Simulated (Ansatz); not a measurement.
# TiO2 (fluorite type): how the settings move a single-point run

Question: which choices in the input matter for TiO2 (fluorite type)?

Computed with Ansatz 0.2.0 (reference: DFT, PBE, all-electron PAW with datasets made for the crystal, scalar-relativistic, unless a step's input says otherwise).

## (1) The system as given

Symmetry: Fm-3m, No. 225, cubic system. The conventional cell has a = 4.830 Å, b = 4.830 Å, c = 4.830 Å, α = 90.00°, β = 90.00°, γ = 90.00°. Ti (site symmetry m-3m) is surrounded by 8 O at 2.09 Å. O (site symmetry -43m) has 4 Ti at 2.09 Å as nearest neighbours.

As a file:

```cif
data_structure
_symmetry_space_group_name_H-M 'P 1'
_symmetry_Int_Tables_number 1
_cell_length_a 3.4153
_cell_length_b 3.4153
_cell_length_c 3.4153
_cell_angle_alpha 60.000
_cell_angle_beta 60.000
_cell_angle_gamma 60.000
_cell_volume 28.17
loop_
_atom_site_label
_atom_site_type_symbol
_atom_site_fract_x
_atom_site_fract_y
_atom_site_fract_z
_atom_site_occupancy
Ti1 Ti 0.00000 0.00000 0.00000 1
O1 O 0.25000 0.25000 0.25000 1
O2 O 0.75000 0.75000 0.75000 1
```

## (2) Reference

File input.yaml:

```yaml
crystal:
  lattice:
    - [0.0, 2.4149992214, 2.4149992214]
    - [2.4149992214, 0.0, 2.4149992214]
    - [2.4149992214, 2.4149992214, 0.0]
  atoms:
    - { symbol: Ti, position: [0.0, 0.0, 0.0] }
    - { symbol: O, position: [0.25, 0.25, 0.25] }
    - { symbol: O, position: [0.75, 0.75, 0.75] }
kpoints:
  mp_grid: { grid: [11, 11, 11] }
  band_path:
    path:
      - [0.0, 0.0, 0.0]
      - [0.5, 0.0, 0.5]
      - [0.625, 0.25, 0.625]
      - [0.375, 0.375, 0.75]
      - [0.0, 0.0, 0.0]
      - [0.5, 0.5, 0.5]
      - [0.5, 0.25, 0.75]
      - [0.5, 0.0, 0.5]
    npoints: 8
scf:
  occupations: { method: fermi_dirac, width: 0.05 }
hamiltonian:
  xc: pbe
  pseudopotentials: { kind: all_electron, datasets: crystal }
output:
  forces: true
  stress: true
  eigenvalues: true
  efg: { contact_densities: true }
```

Run with:

```console
> ansatz run input.yaml --threads 1 --pin off --max-ram 3072MiB --backend cpu --events-out ev --progress --plain --runs-dir out
```

## (3) Variant: mp_grid.grid [4, 4, 4]

Changes to input.yaml since step 2:

```diff
@@ -10,3 +10,3 @@
 kpoints:
-  mp_grid: { grid: [11, 11, 11] }
+  mp_grid: { grid: [4, 4, 4] }
   band_path:
```

**Question.** What will these runs give? Wanted: for each run, ending; energy change; pressure; gap; force.

The runs gave:

| run | ending | energy change | pressure (GPa) | gap (eV) | force (eV/Å) | cycles | time |
| --- | --- | --- | --- | --- | --- | --- | --- |
| reference | converged | 0 | 0.1 | 1.16 | 0.00 | 12 | 12 s |
| 1: mp_grid.grid [4, 4, 4] | converged | +0.7 meV/atom | 0.1 | 1.12 | 0.00 | 12 | 6.3 s |

Residual by cycle in the longest SCF loop of each run; runs are numbered as in the table. The quantity is the density residual dr2, in eV.

| cycle | reference | run 1 |
| --- | --- | --- |
| 1 | 21.8 | 21.8 |
| 2 | 165 | 164 |
| 3 | 9.26 | 9.21 |
| 4 | 1.48 | 1.34 |
| 5 | 0.984 | 1.06 |
| 6 | 0.54 | 0.488 |
| 7 | 0.151 | 0.103 |
| 8 | 0.0511 | 0.0401 |
| 9 | 0.00505 | 0.00465 |
| 10 | 2.5e-4 | 6.1e-5 |
| 11 | 1.7e-6 | 8.9e-7 |
| 12 | 1.2e-8 | 2.8e-8 |

Changing the k-point mesh moves the energy by +0.7 meV/atom, and the gap on the mesh goes from 1.16 to 1.12 eV. The energy is not variational in the mesh, so the sign tells nothing. A gap read on a mesh depends on which points the mesh holds, and a coarse mesh shifts the density too. Cost: 6.3 s against 12 s.
